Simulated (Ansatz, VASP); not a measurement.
**Two plane-wave programs on BN**

```
B N
1.0
     2.50643    0.00000    0.00000
    -1.25321    2.17063    0.00000
     0.00000    0.00000    6.61412
B N
2 2
Direct
  0.33333 0.66667 0.25000
  0.66667 0.33333 0.75000
  0.33333 0.66667 0.75000
  0.66667 0.33333 0.25000
```

Alike in both runs: functional PBE; dispersion D3(BJ); k mesh 12 × 12 × 4; occupations gaussian, width 0.02 eV; no spin polarisation.

Ansatz relaxed the structure, and its values are those at the end. VASP's run is a single point on that final structure, the one shown.

|  | VASP | Ansatz |
| --- | --- | --- |
| version | VASP 6.6.1 | Ansatz 0.2.0 |
| potentials or method | VASP PAW PBE potentials, release 64 (B, N) | scalar-relativistic, plane waves, PAW |
| plane-wave cutoff (eV) | 520 | 420 |
| valence electrons in the cell | 16 | 16 |

Ansatz gave:

| Item | Value |
| --- | --- |
| gap on the k mesh at the Fermi level (eV) | 4.27 |
| least direct gap on the mesh (eV) | 4.64 |
| pressure (GPa) | 0.0 |

Problem. Estimate VASP's values.

Solution. gap on the k mesh at the Fermi level (eV): 4.27; least direct gap on the mesh (eV): 4.63; pressure (GPa): 0.1.

A k mesh can miss the band edges. A hybrid or GW would open this gap; PBE tends to underestimate it.
